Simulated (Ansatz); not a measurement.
# NaCl: energy along a strain

NaCl, Fm-3m, a = 5.663 Å (as given, not relaxed at this level: 0.4 GPa). Ansatz: PBE, PAW, 420 eV, Γ-centred 8×8×8 mesh on 2 atoms, Gaussian smearing 0.05 eV; no spin polarisation. Cell vectors (Å): 0.000 2.832 2.832; 2.832 0.000 2.832; 2.832 2.832 0.000. The cell is strained by x per cent times the pattern (1 -1 0 0 0 0) in the order xx yy zz yz xz xy (engineering shears), with fractional coordinates held. y is the free energy over the start, V0 = 22.707 Å³/atom. Symmetry makes y even in x. Points with a strain past 8.5 % were computed too (2) and aren't used here.

```tsv
x (%)	y (meV/atom)
-5.00	14.58
0.00	0.00
1.25	0.88
2.50	3.54
3.75	8.06
6.25	23.31
7.50	?
```

Q: Fit y = c2 x² + c4 x⁴ to the other rows, get the stiffness along the pattern, and predict the missing energy.

A: Least squares on the rows shown. y = 0.55974 x² + 0.00094597 x⁴. The clamped-ion stiffness p·C·p = 2 × 5.597 eV × 160.2 / 22.707 Å³ = 79 GPa (second derivative at the start, which stands under stress). At x = 7.50 the fit asked for gives 34.48 meV/atom. The run gave 34.49 meV/atom, so the fit is 0.01 meV/atom too low, a small miss on the scale of the series.